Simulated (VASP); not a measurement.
Here is a VASP 6.6.1 calculation.

Contents of INCAR:

```
SYSTEM = Si
PREC = Accurate ; ENCUT = 520
EDIFF = 1E-7 ; ISMEAR = 0
SIGMA = 0.1 ; LREAL = .False.
LASPH = .True. ; NELM = 100
ALGO = Fast ; ISIF = 2
LWAVE = .False. ; LCHARG = .False.
GGA = PE ; NBANDS = 11
```

KPOINTS

```
Automatic mesh
0
Gamma
  18 18 10
  0 0 0
```

Contents of POSCAR:

```
Si
1.0
    2.8269515718      0.0000000000      0.0000000000
   -1.4134757859      2.4482118765      0.0000000000
    0.0000000000      0.0000000000      4.5087026554
Si
2
Direct
    0.3333333300      0.6666666700      0.2500000000
    0.6666666700      0.3333333300      0.7500000000
```

Potentials or basis: VASP PAW PBE potentials, release 64 (Si).

Command:

```console
$ cat potpaw_PBE.64/Si/POTCAR > POTCAR
$ mpirun -np 1 vasp_std > vasp.out
```

Question: What does it give for the pressure?

Answer: -6.0 GPa.

Question: Predict the band gap on the k mesh.

Answer: None (metal or under the smearing width).

Stress tensor (GPa, compression positive):
```
-6.91  0.00  0.00
 0.00 -6.91  0.00
 0.00  0.00 -4.19
```
